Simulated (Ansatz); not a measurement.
Crystal: BN.

```
N B
1.0
     0.00000    1.81300    1.81300
     1.81300    0.00000    1.81300
     1.81300    1.81300    0.00000
N B
1 1
Direct
  0.27089 0.23971 0.22171
  0.99730 0.96975 0.00900
```

The cell is a database's computed one.

The cell isn't the ideal one: atoms moved at random, drawn with an rms of 0.15 Å.

```yaml
Program: Ansatz 0.2.0
Task: relaxation of cell and atoms
Functional: LDA
Potentials_or_basis: Ansatz PAW earlier set
Cutoff: "870 eV (not typed: the program's choice for these potentials)"
k_mesh: 10 × 10 × 10
Occupations: fermi-dirac, width 0.05 eV
Spin: no spin polarisation
```

At the start: volume 5.96 Å³/atom.

Problem. How do energy, volume and symmetry change on relaxing?

Solution. It ends after 6 steps and the volume is 5.74 Å³/atom (-3.7 %); space group F-43m (No. 216, to 0.05 Å).

Step by step:
| step | energy change (eV) | largest force (eV/Å) | volume (Å³) |
| --- | --- | --- | --- |
| 1 | 0.0000 | 1.8721 | 11.92 |
| 2 | -0.0634 | 0.9233 | 11.71 |
| 3 | -0.0959 | 0.4155 | 11.30 |
| 4 | -0.1056 | 0.0026 | 11.47 |
| 5 | -0.1057 | 0.0003 | 11.48 |
| 6 | -0.1055 | 0.0004 | 11.48 |

Final structure:
```
N B
1.0
    -0.00003    1.79042    1.79043
     1.79041   -0.00003    1.79042
     1.79041    1.79041   -0.00003
N B
1 1
Cartesian
  0.8416 0.8942 0.8752
  -0.0536 -0.0010 -0.0200
```

Caveat: the plane-wave basis is chosen anew once the cell has moved, so the energies of steps on either side of that aren't comparable; the PAW data sets come from PBE, with cores solved anew for the run's functional, which leaves a small shift of forces and pressure.
